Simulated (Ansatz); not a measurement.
SiC (Moissanite):

```
Si C
1.0
     3.07600    0.00000    0.00000
    -1.53800    2.66389    0.00000
     0.00000    0.00000    5.04800
Si C
2 2
Direct
  0.66667 0.33333 0.50000
  0.33333 0.66667 0.00000
  0.66667 0.33333 0.88500
  0.33333 0.66667 0.38500
```

```yaml
Program: Ansatz 0.2.0
Task: relaxation of cell and atoms
Functional: PBEsol
Dispersion: D3(BJ)
Potentials_or_basis: Ansatz PAW
Cutoff: "420 eV (not typed: the program's choice for these potentials)"
k_mesh: 10 × 10 × 5
Occupations: fermi-dirac, width 0.05 eV
Spin: no spin polarisation
```

At the start: volume 10.34 Å³/atom.

How do energy, volume and symmetry change on relaxing?

It ends after 8 steps and the volume is 10.16 Å³/atom (-1.7 %); space group P6_3mc (No. 186, to 0.05 Å).

Step by step:
| step | energy change (eV) | largest force (eV/Å) | volume (Å³) |
| --- | --- | --- | --- |
| 1 | 0.0000 | 0.7467 | 41.36 |
| 2 | -0.0286 | 0.4520 | 40.99 |
| 3 | -0.0397 | 0.2076 | 40.50 |
| 4 | -0.0456 | 0.0016 | 40.66 |
| 5 | -0.0456 | 0.0008 | 40.67 |
| 6 | -0.0443 | 0.0008 | 40.67 |
| 7 | -0.0444 | 0.0000 | 40.66 |
| 8 | -0.0444 | 0.0000 | 40.66 |

Final structure:
```
CELL_PARAMETERS angstrom
3.05860 0.00000 0.00000
-1.52930 2.64883 0.00000
0.00000 0.00000 5.01840
ATOMIC_POSITIONS crystal
Si 0.66667 0.33333 0.50460
Si 0.33333 0.66667 0.00460
C 0.66667 0.33333 0.88040
C 0.33333 0.66667 0.38040
```

Caveat: the plane-wave basis is chosen anew once the cell has moved, so the energies of steps on either side of that aren't comparable; the pressure holds a Pulay correction of +0.3 GPa for the finite cutoff; the PAW data sets come from PBE, with cores solved anew for the run's functional, which leaves a small shift of forces and pressure.
